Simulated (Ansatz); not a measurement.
## LDA, PBE, PBEsol and r²SCAN on W

```
W
1.0
     0.00000    2.03000    2.03000
     2.03000    0.00000    2.03000
     2.03000    2.03000    0.00000
W
1
Direct
  0.00000 0.00000 0.00000
```

The cell comes from COD entry 1534935, which wasn't checked; take it as a given geometry.

Spin–orbit coupling is left out, though it moves levels of the heavy atoms by tenths of an eV or more.

One fixed cell is solved with several functionals by PAW with the default files in Ansatz 0.2.0, scalar-relativistically. A positive pressure means that the functional wants a larger cell.

The PAW files were made with PBE; their cores are remade for each functional.

Sampling and basis: a Γ-centred 14×14×14 k mesh, Fermi–Dirac smearing of 0.05 eV, cutoff 420 eV, no spin polarisation.

Cutoffs: PBE 420 eV, LDA 420 eV, PBEsol 420 eV, r²SCAN 500 eV.

**Question.** Order the settings by the pressure that they give at this fixed cell, lowest first.
A. LDA
B. PBEsol
C. PBE
D. r²SCAN

**Answer.** A (-17.76 GPa), B (-12.62 GPa), D (-8.84 GPa), C (-4.67 GPa).

```csv
setting,P (GPa),"lowest level at Γ above −25 eV, from the valence-band top or, without a gap, the Fermi level (eV)"
PBE,-4.67,-8.87
LDA,-17.76,-8.81
PBEsol,-12.62,-8.87
r²SCAN,-8.84,-9.35
```
